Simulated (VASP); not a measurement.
Input of a VASP 6.6.1 run:

The input INCAR:

```
SYSTEM = Te2Pt
PREC = Accurate ; ENCUT = 600
EDIFF = 1E-7 ; ISMEAR = 1
SIGMA = 0.1 ; LREAL = .FALSE.
LASPH = .TRUE. ; NELM = 80
ALGO = Normal ; ISIF = 3
LWAVE = .FALSE. ; LCHARG = .FALSE.
IBRION = 2 ; NSW = 90
EDIFFG = -0.005
```

KPOINTS

```
Automatic mesh
0
G
  12 12 7
  0 0 0
```

POSCAR

```
Te2Pt                                   
1.0
    4.0228527791     -0.0000000000     -0.0000000000
   -2.0114263896      3.4838927024     -0.0000000000
    0.0000000000     -0.0000000000      5.0726501017
  Te              Pt            
     2     1
Direct
     0.3333333332999970    0.6666666667000030    0.2647668370607856
     0.6666666667000030    0.3333333332999970    0.7352331629392144
     0.0000000000000000    0.0000000000000000    0.0000000000000000
```

Potentials or basis: VASP PAW LDA potentials, release 64 (Te, Pt).

The run is started by

```bash
$ cat potpaw_LDA.64/Te/POTCAR potpaw_LDA.64/Pt/POTCAR > POTCAR
$ mpirun -np 1 vasp_std > vasp.out
```

Question: Predict the space group after relaxing (to 0.05 Å).

Answer: P-3m1 (No. 164).

Question: Estimate the relaxed cell.

Answer: a = 4.023 Å, b = 4.023 Å, c = 5.074 Å, α = 90.00°, β = 90.00°, γ = 120.00°.

Question: What does it give for the relaxed volume?

Answer: 23.70 Å³/atom.

Question: Predict the band gap on the k mesh.

Answer: None (metal or under the smearing width).

Final structure:
```
CELL_PARAMETERS angstrom
4.02287 0.00000 0.00000
-2.01144 3.48391 0.00000
0.00000 0.00000 5.07391
ATOMIC_POSITIONS crystal
Te 0.33333 0.66667 0.26472
Te 0.66667 0.33333 0.73528
Pt 0.00000 0.00000 0.00000
```

The run has no spin-orbit coupling, so splittings on Pt, Te are missing.
